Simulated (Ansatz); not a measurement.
Al: zone-centre modes

All numbers below come from DFT PBE, scalar-relativistic, plane waves, PAW (Ansatz 0.2.0). Cutoff 420 eV, 22×22×12 k-points (Γ-centred), Fermi-Dirac smearing of 0.15 eV. No spin polarisation. Phonons by linear response, acoustic sum rule imposed.

Relaxed structure:
```xyz
2
Lattice="2.8544 0.0578 -0.0056 1.3772 2.5008 -0.0128 0.0089 0.0197 4.7203" Properties=species:S:1:pos:R:3 pbc="T T T"
Al    0.7075    0.4313    1.1770
Al    3.5330    2.1469    3.5249
```

The structure comes from a generated guess, relaxed at this level; another structure or a mixture of phases may lie lower. In a metal, frequencies depend on the k mesh and the smearing, soft modes most. This form isn't the element's ground state: it lies 33 meV/atom above the standard structure at this level.

Optical modes at Γ:
```csv
frequency (cm⁻¹),degeneracy
139,2
304,1
```

All 3 optical modes at Γ are real: no displacement of atoms at fixed cell lowers the energy to second order. Strains and modes at other wave vectors aren't tested by this run.
